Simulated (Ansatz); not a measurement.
**CdF2 under changes of volume**

One of the cells (13.035 Å³/atom); the others are scaled copies at fixed shape and fractional positions:

```xyz
3
Lattice="0.0000 2.6940 2.6940 2.6940 0.0000 2.6940 2.6940 2.6940 0.0000" Properties=species:S:1:pos:R:3 pbc="T T T"
Cd    0.0000    0.0000    0.0000
F     4.0410    4.0410    4.0410
F     1.3470    1.3470    1.3470
```

```yaml
Program: Ansatz 0.2.0
Functional: LDA
Potentials_or_basis: Ansatz PAW
Cutoff: "420 eV (not typed: the program's choice for these potentials)"
k_mesh: 9 × 9 × 9
Occupations: fermi-dirac, width 0.05 eV
Spin: no spin polarisation
```

| volume (Å³/atom) | energy over the lowest point (meV/atom) | pressure (GPa) | gap on the mesh (eV) |
| --- | --- | --- | --- |
| 12.253 | 0.03 | 1.4 | 3.06 |
| 12.513 | 0.00 | -1.2 | 2.99 |
| 12.774 | 4.00 | -3.6 | 2.91 |
| 13.035 | 11.60 | -5.7 | 2.84 |
| 13.295 | ? | ? | ? |
| 13.556 | 36.02 | -9.2 | 2.70 |
| 13.817 | 52.18 | -10.6 | 2.64 |

What does the run at 13.295 Å³/atom give?

Energy over the lowest point 22.41 meV/atom; pressure -7.6 GPa; gap on the mesh 2.77 eV.

Worked out: A Birch-Murnaghan fit of order 3 (a polynomial in V^(-2/3)) to the other rows has its minimum at 12.38 Å³/atom with B0 = V·E''(V) = 125 GPa and B' = 4.6. It gives 22.37 meV/atom at 13.295 Å³/atom, against the run's 22.41, and -dE/dV = -7.5 GPa, against -7.6. A straight line through the other rows of the gap, of slope -3.53 eV per unit of ln V, gives 2.77 eV, against the run's 2.77.

Energies are extrapolated to zero smearing.

Caveats: odd divisions of the mesh miss points on the zone boundary, where band edges often lie, so the gap on the mesh can be too wide; the PAW data sets come from PBE, with cores solved anew for the run's functional, which leaves a small shift of forces and pressure.

A mesh can miss the band edges. Spin-orbit coupling on Cd is left out.
